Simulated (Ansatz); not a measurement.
**CrCuO2: elastic constants with PBEsol**

Crystal: CrCuO2.

```
Cu Cr O
1.0
     1.48670    0.85835    5.70000
    -1.48670    0.85835    5.70000
     0.00000   -1.71669    5.70000
Cu Cr O
1 1 2
Direct
  0.00000 0.00000 0.00000
  0.50000 0.50000 0.50000
  0.89208 0.89208 0.89208
  0.10792 0.10792 0.10792
```

| Item | Value |
| --- | --- |
| Program | Ansatz 0.2.0 |
| Task | elastic constants |
| Functional | PBEsol |
| Potentials or basis | Ansatz PAW |
| Cutoff | 420 eV (not typed: the program's choice for these potentials) |
| k mesh | 9 × 9 × 9 |
| Occupations | gaussian, width 0.01 eV |
| Spin | collinear spin, ferromagnetic start |
| Starting moments | [0.6, 3.0, 0.0, 0.0] μB |
| Atoms under strain | relaxed |

- Pressure: -3.5 GPa
- Band gap on the k mesh: 0.97 eV, indirect (least direct gap 1.14 eV)
- Net moment: 3.00 μB per cell
- Absolute moment: 3.07 μB per cell
- Site moments: Cu +0.01; Cr +2.39; O +0.00 μB
- Voigt bulk modulus: 174 GPa

Stress tensor (GPa, compression positive):
```
-2.46  0.00  0.00
 0.00 -2.46  0.00
 0.00  0.00 -5.71
```

Levels at points of the mesh, in eV from the valence-band top:
Spin up:
```csv
k point,band 20,band 21,band 22,band 23,band 24,band 25,band 26,band 27,band 28,band 29
"(0.00, 0.00, 0.00)",-1.98,-1.98,-1.15,-1.15,-0.79,2.01,2.84,2.84,6.33,8.33
```
Spin down:
```csv
k point,band 18,band 19,band 20,band 21,band 22,band 23,band 24,band 25
"(0.00, 0.00, 0.00)",-2.21,-2.21,-1.83,-1.83,1.25,1.77,1.77,3.07
```

Elastic tensor in Voigt notation (GPa, in the Cartesian axes of the cell as first typed):
```
237  77 125  -4   0   0
 77 237 125   4   0   0
122 122 442   0   0   0
 -4   4   0  35   0   0
  0   0   0   0  35  -4
  0   0   0   0  -4  80
```

It took 5.6 min on 2 threads of Arm Neoverse V1, on a shared host, peak memory 0.78 GiB.

Caveat: the cell is more than 3 GPa from zero pressure, which shifts response properties; odd divisions of the mesh miss points on the zone boundary, where band edges often lie, so the gap on the mesh can be too wide; the pressure holds a Pulay correction of +0.7 GPa for the finite cutoff; only a ferromagnetic start was run, and an antiferromagnetic order may lie lower in energy; the PAW data sets come from PBE, with cores solved anew for the run's functional, which leaves a small shift of forces and pressure. A k mesh can miss the band edges.
